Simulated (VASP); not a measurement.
Wanted: the native input for a VASP 6.6.1 run.

| Quantity | Value |
| --- | --- |
| Task | single point |
| Functional | PBE |
| Potentials or basis | VASP PAW PBE potentials, release 64 (N, Y_sv) |
| Cutoff | 750 eV |
| k mesh | 17 × 17 × 1 |
| Occupations | methfessel-paxton, width 0.1 eV |
| Spin | no spin polarisation |
| Vacuum (Å) | 22 |
| Dipole correction | yes |
| Further INCAR settings | ALGO = Normal; EDIFF = 1e-08; NBANDS = 52 |

The structure of Y4N5 lies in POSCAR:

```
Y4N5
1.0
    3.4485597718      0.0000000000      0.0000000000
   -1.7242798859      2.9865403689      0.0000000000
    0.0000000000      0.0000000000     33.2629490514
N Y
5 4
Direct
    0.3333333333      0.6666666667      0.3306982788
    0.0000000000      0.0000000000      0.4153491394
    0.6666666667      0.3333333333      0.5000000000
    0.3333333333      0.6666666667      0.5846508606
    0.0000000000      0.0000000000      0.6693017212
    0.6666666667      0.3333333333      0.3730237091
    0.3333333333      0.6666666667      0.4576745697
    0.0000000000      0.0000000000      0.5423254303
    0.6666666667      0.3333333333      0.6269762909
```

These files were run (other wordings do the same):

INCAR

```
SYSTEM = Y4N5
PREC = Accurate
ENCUT = 750
EDIFF = 1E-8
ISMEAR = 1
SIGMA = 0.1
LREAL = .False.
LASPH = .True.
NELM = 120
ALGO = Normal
ISIF = 2
LWAVE = .False.
LCHARG = .False.
LDIPOL = .True.
IDIPOL = 3
DIPOL = 0.5 0.5 0.500
GGA = PE
NBANDS = 52
LVHAR = .True.
LVACPOTAV = .True.
```

KPOINTS

```
Automatic mesh
0
Gamma
  17 17 1
  0 0 0
```

Potentials or basis: VASP PAW PBE potentials, release 64 (N, Y_sv).

Command:

```console
$ cat potpaw_PBE.64/N/POTCAR potpaw_PBE.64/Y_sv/POTCAR > POTCAR
$ mpirun -np 1 vasp_std > vasp.out
```

It gave:

```yaml
Largest_force: 2.265 eV/Å
Band_gap_on_the_k_mesh: none (metal or under the smearing width)
Work_function_of_the_upper_face: 8.14 eV
Work_function_of_the_lower_face: 8.14 eV
```

Wall time 32 min on 1 thread of Intel(R) Xeon(R) 6975P-C (Granite Rapids), on a shared host, peak memory 1.1 GiB.
